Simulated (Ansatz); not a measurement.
# CdHg2S3: the cost of one run

Program: Ansatz 0.2.0. Level of theory: DFT PBE, scalar-relativistic, plane waves, PAW. These are calculated values, not measurements.

## (1) The structure to begin with

Symmetry: P3m1, No. 156, trigonal system. The conventional cell has a = 4.125 Å, b = 4.125 Å, c = 10.104 Å, α = 90.00°, β = 90.00°, γ = 120.00°. Cd (site symmetry 3m) has 4 S at 2.53 Å as nearest neighbours. Around Hg (site symmetry 3m) lie 4 S at 2.53 Å. Around S (site symmetry 3m) lie 3 Cd at 2.53 Å and 1 Hg at 2.53 Å. S (site symmetry 3m) has 3 Hg at 2.53 Å and 1 Cd at 2.53 Å as nearest neighbours. Around S (site symmetry 3m) lie 4 Hg at 2.53 Å.

Coordinates:

```
CELL_PARAMETERS angstrom
4.12501 0.00000 0.00000
-2.06251 3.57237 0.00000
0.00000 0.00000 10.10418
ATOMIC_POSITIONS crystal
Cd 0.66667 0.33333 0.33333
Hg 0.00000 0.00000 0.00000
Hg 0.33333 0.66667 0.66667
S 0.00000 0.00000 0.25000
S 0.66667 0.33333 0.58333
S 0.33333 0.66667 0.91667
```

The start is an ordering of an alloy on its end members' structure types: elements ordered on the sites of the CdS type, Cd/Hg on Cd (P3m1, No. 156).

## (2) A first look at the guess

Input file input.yaml:

```yaml
crystal:
  lattice:
    - [4.12501488, 0.0, 0.0]
    - [-2.06250744, 3.57236767, 0.0]
    - [0.0, 0.0, 10.10418163]
  atoms:
    - { symbol: Cd, position: [0.66666667, 0.33333333, 0.33333333] }
    - { symbol: Hg, position: [0.0, 0.0, 0.0] }
    - { symbol: Hg, position: [0.33333333, 0.66666667, 0.66666667] }
    - { symbol: S, position: [0.0, 0.0, 0.25] }
    - { symbol: S, position: [0.66666667, 0.33333333, 0.58333333] }
    - { symbol: S, position: [0.33333333, 0.66666667, 0.91666667] }
basis:
  ecutwfc: 420
kpoints:
  mp_grid: { grid: [6, 6, 2] }
hamiltonian:
  xc: pbe
scf:
  occupations: { method: gaussian, width: 0.1 }
  lower_state_search: "off"
output:
  forces: true
  stress: true
  eigenvalues: true
```

On the command line:

```
ansatz run input.yaml --threads 1 --pin off --max-ram 2560MiB --backend cpu --events-out ev --progress --plain --runs-dir out
```

Q: Estimate wall time and peak memory on 1 thread of AMD EPYC 7R43 (Zen 3), shared host.

About 7.1 s, with a peak of 0.45 GiB.
